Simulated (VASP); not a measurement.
BaS: single point with r2SCAN

Crystal: BaS.

```
CELL_PARAMETERS angstrom
0.00000 3.51941 3.51941
3.57220 0.00000 3.51941
3.57220 3.51941 0.00000
ATOMIC_POSITIONS crystal
Ba 0.00000 0.00000 0.00000
S 0.25000 0.25000 0.25000
```

The cell was built by a generator and needn't be a form met in nature.

The cell isn't the ideal one: uniaxial_x strain +1.5%.

- Program: VASP 6.6.1
- Task: single point
- Functional: r2SCAN
- Potentials or basis: VASP PAW PBE potentials, release 64 (Ba_sv, S)
- Cutoff: 520 eV
- k mesh: 6 × 6 × 6
- Occupations: gaussian, width 0.01 eV
- Spin: no spin polarisation
- Dipole correction: no
- Further INCAR settings: ALGO = Normal; EDIFF = 1e-07; NBANDS = 15

```
Pressure               : 0.0 GPa
Band gap on the k mesh : 3.05 eV, indirect (least direct gap 3.66 eV)
```

Levels at points of the mesh, in eV from the valence-band top:
| k point | band 6 | band 7 | band 8 | band 9 | band 10 | band 11 |
| --- | --- | --- | --- | --- | --- | --- |
| (0.00, 0.00, 0.00) | -0.66 | -0.65 | -0.65 | 3.05 | 5.47 | 5.58 |
| (0.50, 0.00, 0.00) | -0.59 | -0.42 | -0.40 | 4.72 | 5.68 | 5.70 |
| (0.50, 0.50, 0.00) | -1.05 | -0.02 | -0.01 | 3.71 | 4.97 | 6.77 |
| (0.00, 0.50, 0.50) | -1.06 | -0.01 | -0.01 | 3.67 | 4.94 | 6.76 |

It took 100 s on 1 thread of AMD EPYC 9R45 96-Core Processor (Zen 5), on a shared host, peak memory 0.24 GiB.

Caveat: the PAW data sets were made with another functional, which shifts forces and pressure a little; spin-orbit coupling is left out, which moves the levels of the heavy elements. A k mesh can miss the band edges.
